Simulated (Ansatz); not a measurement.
# Ga2O3 (C2/m) in Ansatz: further runs

One crystal, Ga2O3, is run at these levels: BLYP, PBE; tasks: relaxation of cell and atoms, single point.

All numbers are computed with Ansatz 0.2.0; they aren't measurements. Logs are shortened: lines on timing, memory, paths and dates and some standing lists are left out, and cuts for length are marked.

### 1 The crystal as given

It takes space group C2/m (No. 12, monoclinic). The conventional cell has a = 12.214 Å, b = 3.037 Å, c = 5.798 Å, α = 90.00°, β = 103.83°, γ = 90.00°. Around Ga (site symmetry m) lie 6 O at 1.94 to 2.07 Å. Around Ga (site symmetry m) lie 4 O at 1.83 to 1.86 Å. O (site symmetry m) is surrounded by 3 Ga at 1.83 to 1.94 Å. Around O (site symmetry m) lie 4 Ga at 1.86 to 2.07 Å. Around O (site symmetry m) lie 3 Ga at 1.83 to 1.94 Å.

### 2 Relaxation of cell and atoms, BLYP

The input, input.yaml:

```yaml
crystal:
  lattice:
    - [6.107, -1.51855, 0.0]
    - [6.107, 1.51855, 0.0]
    - [-1.3859888959, 0.0, 5.630008738]
  atoms:
    - { symbol: Ga, position: [0.34134, 0.34134, 0.68598] }
    - { symbol: Ga, position: [0.65866, 0.65866, 0.31402] }
    - { symbol: Ga, position: [0.9095, 0.9095, 0.2054] }
    - { symbol: Ga, position: [0.0905, 0.0905, 0.7946] }
    - { symbol: O, position: [0.5041, 0.5041, 0.7434] }
    - { symbol: O, position: [0.4959, 0.4959, 0.2566] }
    - { symbol: O, position: [0.8267, 0.8267, 0.4368] }
    - { symbol: O, position: [0.1733, 0.1733, 0.5632] }
    - { symbol: O, position: [0.8355, 0.8355, 0.8902] }
    - { symbol: O, position: [0.1645, 0.1645, 0.1098] }
hamiltonian:
  xc: blyp
  pseudopotentials: { kind: paw }
kpoints:
  mp_grid: { grid: [9, 9, 5] }
scf:
  occupations: { method: fermi_dirac, width: 0.05 }
output:
  forces: true
  stress: true
  eigenvalues: true
  write_density: true
  write_potential: true
  elf: true
  volumetric_format: npy
relax:
  f_tol: 0.01
  max_steps: 40
  cell: { stress_tol: 0.05 }
```

Potentials or basis: Ansatz PAW.

Launch:

```bash
ansatz run input.yaml --threads 4 --pin off --max-ram 11264MiB --backend cpu --events-out ev --progress --plain --runs-dir out
```

The log of the run:

```text
Warning: RAYON_NUM_THREADS=4 ignored (pool sized by the plan → 4); use --threads N
basis.fft_grid_basis auto: the FFT boxes are laid along the combinations [[1, -1, 0], [0, 1, 0], [0, 0, 1]] of the cell's own vectors, 3.037, 6.293 and 5.798 Å long. The dense box has 24×45×40 points. Along the cell's own vectors, as sized, it would have 45×45×40, 1.88 times as many. Of the 4 symmetry operations that the crystal satisfies within crystal.symmetry.tolerance (time reversal apart; of a slab, those that keep its plane) the dense box along the cell's own vectors carries 4, and the one as laid loses 2 of those. basis.fft_grid_basis: typed keeps the cell's own vectors: state it where this run's energies or levels are differenced outside the engine with another run's, or held beside a run that keeps those vectors. Those combinations have planes normal to reciprocal vector 3, as the cell's own vectors have. Each planar average written beside output.write_density, output.write_potential has a row for each plane of the box: 40. The volumetric files lie along those combinations, not along the cell's own vectors: a cube or XSF file states them, and fields.json those of NumPy files.
Engine: ansatz 0.2.0, aarch64-unknown-linux-gnu
Pseudopotentials: kind: paw
Pseudopotential: Ga, paw, valence charge 13, recommended cutoff 420 eV (normal), Ga.paw.azcp
Pseudopotential: O, paw, valence charge 6, recommended cutoff 420 eV (normal), O.paw.azcp
Functional definition: BLYP
  parameter beta = 0.0042
  parameter a = 0.04918
  parameter b = 0.132
  parameter c = 0.2533
  parameter d = 0.349
  exchange = b88_x(beta = beta)
  correlation = lyp_c(a = a, b = b, c = c, d = d)
Crystal: 10 atoms, lattice volume = 104.423 Å³
Basis set: ecut = 420 eV, 2037 PW (Γ), FFT grids on a1−a2, a2, a3, exchange–correlation on 48×90×80 points (8 copies of the dense FFT grid, shifted against one another)
Bands: 54, of which v1, the nominal top of the filled ones, is band 44 counted from 1 (43 counted from 0)
Symmetry: 4 space group operations
Space group: C2/m (ITA 12), of the structure as read, at distance tolerance 4.7e-5 Å
k-points: 115 of 405
Non-local potential: Ga, projectors of the file, l = 0: 2, l = 1: 2, l = 2: 3, l = 3: 1
Non-local potential: O, projectors of the file, l = 0: 2, l = 1: 2, l = 2: 1
PAW form: soft (Blöchl's): semilocal exchange-correlation on the pseudo side does not see the compensation charge
PAW frozen core: Ga, regenerated for the run's functional, and the local potential with it (the file was generated under x = pbe(κ = 0.804, μ = 0.2195149727645171), c = pbe(β = 0.06672455060314922))
PAW frozen core: O, regenerated for the run's functional, and the local potential with it (the file was generated under x = pbe(κ = 0.804, μ = 0.2195149727645171), c = pbe(β = 0.06672455060314922))
PAW one-centre angular grid: Ga, 590 points (default); XC on 64 Gauss nodes
PAW one-centre angular grid: O, 110 points (default); XC on 64 Gauss nodes
Initial density: superposition of atomic densities (neutral atoms: chi_scale 0, normalization atom), corrected by the library's trained network
Initial wavefunctions: pseudopotential atomic-orbital guess
Functional: x = b88, c = lyp
SCF iter   1: F=—  HF=-18590.760652 eV  |F-HF|=—  |Δ(HF+E_count)|=         —  Δρ=1.89e-2  dr2=2.44e-1  ethr=1.77e-3  ⟨swp⟩=6.0  Hψ=22642  notcnv=0  defer=33
preconditioner: auto → Resta (q_TF=auto, 2.652 Å⁻¹)  ε∞=4.6  [insulator: Δε(μ)=2.675 eV  Ē_g=17.939 eV  σ=0.050 eV  W_gap=1.00  n_scr=34 (ndim 8)  ℏωp=34.1 eV  f_vac=0.014  D(μ)=0.00/eV (n_scr^D=0)  ε∞_Penn≈4.6]
SCF iter   2: F=—  HF=-18590.687729 eV  |F-HF|=—  |Δ(HF+E_count)|=   7.29e-2  Δρ=1.98e-3  dr2=3.65e-3  ethr=2.77e-4  ⟨swp⟩=2.0  Hψ=11805  notcnv=0  defer=473
SCF iter   3: F=—  HF=-18590.687620 eV  |F-HF|=—  |Δ(HF+E_count)|=   1.09e-4  Δρ=1.16e-3  dr2=1.08e-3  ethr=4.15e-6  ⟨swp⟩=2.2  Hψ=10031  notcnv=0  defer=473
SCF iter   4: F=—  HF=-18590.687858 eV  |F-HF|=—  |Δ(HF+E_count)|=   2.38e-4  Δρ=5.11e-4  dr2=2.91e-4  ethr=1.23e-6  ⟨swp⟩=2.0  Hψ=8037  notcnv=0  defer=473
SCF iter   5: F=—  HF=-18590.687821 eV  |F-HF|=—  |Δ(HF+E_count)|=   3.73e-5  Δρ=9.87e-5  dr2=7.38e-6  ethr=3.31e-7  ⟨swp⟩=2.0  Hψ=9886  notcnv=0  defer=473
SCF iter   6: F=—  HF=-18590.687811 eV  |F-HF|=—  |Δ(HF+E_count)|=   9.90e-6  Δρ=3.23e-5  dr2=6.52e-7  ethr=8.38e-9  ⟨swp⟩=2.0  Hψ=10797  notcnv=0  defer=473
SCF iter   7: F=—  HF=-18590.687811 eV  |F-HF|=—  |Δ(HF+E_count)|=   1.25e-7  Δρ=2.13e-5  dr2=3.25e-7  ethr=1.14e-10  ⟨swp⟩=13.9  Hψ=53932  notcnv=0
SCF iter   8: F=-18590.687811 eV  HF=-18590.687811 eV  |F-HF|=4.49e-9  |Δ(HF+E_count)|=   1.50e-7  Δρ=2.69e-6  dr2=4.89e-9  ethr=1.14e-10  ⟨swp⟩=6.1  Hψ=42103  notcnv=0
SCF 1 converged in 8 iterations: F = -18590.687811 eV  dr2 = 4.89e-9
relax step   1: F+E_penalty+E_count = -18590.68781075 eV  Δ(F+E_penalty+E_count) = +0.000e0 eV  max|allowed force component| = 2.281e-1 eV/Å  Δτ_max = 0.0000 Å  P = +14.549 GPa  Ω = 104.423 Å³  (8 SCF iters, dr2 threshold 1.00e-7 eV, accepted)
Crystal: 10 atoms, lattice volume = 109.170 Å³
Basis set: ecut = 420 eV, 2125 PW (Γ), FFT grids on a1−a2, a2, a3, exchange–correlation on 48×90×80 points (8 copies of the dense FFT grid, shifted against one another)
Initial density: handed on by an earlier stage of this run
[... 96 lines left out ...]
SCF converged after 6 iterations
Free energy (F): -18591.033860 eV
Harris-Foulkes:  -18591.033860 eV  (|F-HF|=3.64e-11)
Internal energy: -18591.033860 eV  (E = F + TS)
E sigma→0 (E₀):  -18591.033860 eV
Fermi energy:    8.491671 eV
--- Per-component energies (eV) ---
  E_band       = -155.975789
  E_kinetic    = 1513.221119
  E_local      = -9385.901225  (includes V_loc(G=0)·N_el)
  E_nonlocal   = 2007.733665
  E_hartree    = 4204.330288
  E_xc         = -701.137996
  E_vxc        = -773.001875  (∫ρ·V_xc dr)
  E_paw        = -9004.748307  (= ΣΔE_a)
  E_vpaw       = -1926.702937  (= ΣTr[D̂ρ^β])
  E_aug_tail   = 0.014670  (compensation charges beyond the density's cutoff)
  E_ewald      = -7224.627146
  E_core_change = 0.081072  (= ΣΔE_core)
  E_smearing   = -0.000000  (= −TS)
  E_closure    = -0.000000  (closes the sum)
  Σ components = -18591.033860   (vs F -18591.033860, Δ=0.00e0)
--- Forces (eV/Å), atoms counted from 1 ---
  atom   1  Ga    -0.00060115    -0.00000000    -0.00221711
  atom   2  Ga     0.00060115     0.00000000     0.00221711
  atom   3  Ga     0.00016366    -0.00000000     0.00167854
  atom   4  Ga    -0.00016366     0.00000000    -0.00167854
  atom   5  O      0.00043871    -0.00000000     0.00073964
  atom   6  O     -0.00043871     0.00000000    -0.00073964
  atom   7  O      0.00008604    -0.00000000    -0.00013215
  atom   8  O     -0.00008604     0.00000000     0.00013215
  atom   9  O      0.00006284     0.00000000     0.00056479
  atom  10  O     -0.00006284    -0.00000000    -0.00056479
  max |Σ_I F_I| component: 1.22e-19 eV/Å
--- Stress (GPa, compression-positive) ---
        0.031472       0.000000       0.006030
        0.000000       0.012561      -0.000000
        0.006030      -0.000000       0.017002
  P = ⅓ Tr σ = 0.0203 GPa (0.203 kbar)
--- Band table (eV; the first three rows and the last of 115) ---
  k-point 0: bands = ["-10.8580", "-9.9115", "-9.8647", "-9.7765", "-9.3596", "-9.3451", "-5.6496", "-5.6157", "-5.6120", "-5.5503", "-5.5102", "-5.4988", "-5.4938", "-5.4783", "-5.4271", "-5.3324", "-5.3219", "-5.3020", "-5.3018", "-5.2999", "-5.2596", "-5.2591", "-5.2062", "-5.0982", "-4.9869", "-4.8875", "0.8083", "1.8340", "2.8657", "3.6441", "4.2414", "4.9372", "5.1291", "5.3937", "5.6082", "5.6274", "5.9311", "5.9327", "6.4785", "6.7674", "6.8430", "7.0195", "7.1835", "7.4400", "9.3225", "12.6688", "13.4458", "13.8311", "15.0310", "15.7928", "16.2747", "16.5891", "18.4463", "19.3010"]
  k-point 1: bands = ["-10.7944", "-10.0128", "-9.8877", "-9.7161", "-9.3940", "-9.3306", "-5.6406", "-5.6174", "-5.6128", "-5.5503", "-5.5331", "-5.5035", "-5.4886", "-5.4849", "-5.4283", "-5.3426", "-5.3138", "-5.3112", "-5.3099", "-5.2989", "-5.2984", "-5.2575", "-5.1926", "-5.0747", "-5.0359", "-4.7903", "0.9672", "2.0285", "2.6911", "3.6597", "4.3053", "4.9571", "5.2516", "5.2721", "5.5398", "5.5530", "5.7987", "5.9219", "6.3279", "6.7627", "6.8343", "6.8523", "7.1282", "7.2115", "9.9905", "12.8323", "13.2304", "13.9208", "14.8392", "15.8037", "16.2714", "16.7710", "18.7366", "19.2768"]
  k-point 2: bands = ["-10.6436", "-10.2147", "-9.9006", "-9.6417", "-9.4226", "-9.3448", "-5.6205", "-5.6189", "-5.6150", "-5.5839", "-5.5445", "-5.5220", "-5.4922", "-5.4687", "-5.4312", "-5.3469", "-5.3271", "-5.3257", "-5.3236", "-5.3135", "-5.2974", "-5.2558", "-5.1630", "-5.0988", "-5.0351", "-4.6928", "1.3973", "2.0516", "2.6911", "3.5440", "4.3717", "4.9105", "5.0558", "5.3485", "5.5076", "5.5990", "5.6770", "5.9692", "6.0546", "6.2331", "6.8643", "6.9015", "6.9587", "7.1768", "11.1451", "12.2757", "13.3984", "14.0223", "14.8876", "15.2180", "16.8810", "16.9528", "18.7194", "18.7661"]
  k-point 114: bands = ["-10.4325", "-10.1625", "-9.9809", "-9.6817", "-9.4671", "-9.3100", "-5.6409", "-5.6104", "-5.5920", "-5.5804", "-5.5318", "-5.5254", "-5.4642", "-5.4636", "-5.4506", "-5.4102", "-5.3595", "-5.3530", "-5.3267", "-5.3199", "-5.2964", "-5.2606", "-5.2408", "-5.1256", "-4.6968", "-4.5499", "1.8228", "2.2560", "2.6300", "3.0806", "4.0667", "4.3263", "4.6975", "4.8711", "5.0480", "5.2641", "5.6291", "6.0627", "6.4095", "6.4527", "6.7211", "6.8987", "6.9362", "7.4513", "12.1541", "12.7165", "13.1061", "13.6733", "14.6428", "15.4850", "17.0577", "17.2690", "18.6216", "18.8194"]
--- Relaxed structure (7 steps of the walk, 7 accepted, 2 SCFs on fresh bases) ---
  F+E_penalty+E_count = -18591.03386002 eV   max|allowed force component| = 2.217e-3 eV/Å   (the final SCF, on the basis selected at the relaxed cell)
  cell:  # Å, volume = 112.8338 Å³
    - [6.294758252098123, -1.5559181673533722, 0.011995069169687138]
    - [6.294758252098123, 1.5559181673533722, 0.011995069169687114]
    - [-1.4175426061150544, -4.248819762886651e-17, 5.757575292006005]
  atoms:
    - { symbol: Ga, position: [0.3418760639104679, 0.3418760639104679, 0.6867251987013776] }
    - { symbol: Ga, position: [0.658123936089532, 0.658123936089532, 0.31327480129862245] }
    - { symbol: Ga, position: [0.9105756331175522, 0.9105756331175522, 0.20634507463413848] }
    - { symbol: Ga, position: [0.08942436688244777, 0.08942436688244779, 0.7936549253658614] }
    - { symbol: O, position: [0.5042888164937868, 0.5042888164937868, 0.7423045889919034] }
    - { symbol: O, position: [0.4957111835062132, 0.4957111835062132, 0.25769541100809656] }
    - { symbol: O, position: [0.8256890162404544, 0.8256890162404544, 0.4336968746182942] }
    - { symbol: O, position: [0.1743109837595452, 0.1743109837595452, 0.566303125381706] }
    - { symbol: O, position: [0.838809009033317, 0.8388090090333171, 0.8913709669435411] }
    - { symbol: O, position: [0.1611909909666827, 0.1611909909666827, 0.1086290330564589] }
```

It took 97 s on 4 threads of Arm Neoverse V2, shared host; peak memory 0.82 GiB.

Results:

- Free energy: -18591.0339 eV
- Relaxed volume: 11.28 Å³/atom
- Relaxed cell: a = 6.484 Å, b = 6.484 Å, c = 5.930 Å, α = 103.31°, β = 103.31°, γ = 27.77°
- Space group after relaxing (to 0.05 Å): C2/m (No. 12)
- Energy gained by relaxing: 34.6 meV/atom
- Ionic steps: 9
- Pressure after relaxing: 0.0 GPa
- Band gap on the k mesh: 1.87 eV, indirect (least direct gap 1.88 eV)

Forces in eV/Å, atoms in the order of the input:
```
Ga  -0.001  0.000 -0.002
Ga   0.001  0.000  0.002
Ga   0.000  0.000  0.002
Ga   0.000  0.000 -0.002
O    0.000  0.000  0.001
O    0.000  0.000 -0.001
O    0.000  0.000  0.000
O    0.000  0.000  0.000
O    0.000  0.000  0.001
O    0.000  0.000 -0.001
```

Step by step:
```
step  energy change (eV)  largest force (eV/Å)  volume (Å³)
   1              0.0000                0.2659       104.42
   2             -0.2451                0.1690       109.17
   3             -0.2811                0.0362       111.96
   4             -0.2808                0.0233       112.25
   5             -0.2811                0.0091       112.22
   6             -0.3444                0.0115       112.22
   7             -0.3428                0.0039       112.79
   8             -0.3425                0.0021       112.83
   9             -0.3460                0.0023       112.83
```

Final structure:
```xyz
10
Lattice="6.2948 -1.5559 0.0120 6.2948 1.5559 0.0120 -1.4175 0.0000 5.7576" Properties=species:S:1:pos:R:3 pbc="T T T"
Ga    3.3306    0.0000    3.9621
Ga    7.8414    0.0000    1.8195
Ga   11.1712    0.0000    1.2099
Ga    0.0008    0.0000    4.5717
O     5.2965    0.0000    4.2860
O     5.8755    0.0000    1.4956
O     9.7802    0.0000    2.5169
O     1.3917    0.0000    3.2647
O     9.2966    0.0000    5.1523
O     1.8753    0.0000    0.6293
```

Caveat: odd divisions of the mesh miss points on the zone boundary, where band edges often lie, so the gap on the mesh can be too wide; the plane-wave basis is chosen anew once the cell has moved, so the energies of steps on either side of that aren't comparable; the pressure holds a Pulay correction of +0.9 GPa for the finite cutoff; the PAW data sets come from PBE, with cores solved anew for the run's functional, which leaves a small shift of forces and pressure.

(Continued in part 2 of 2.)
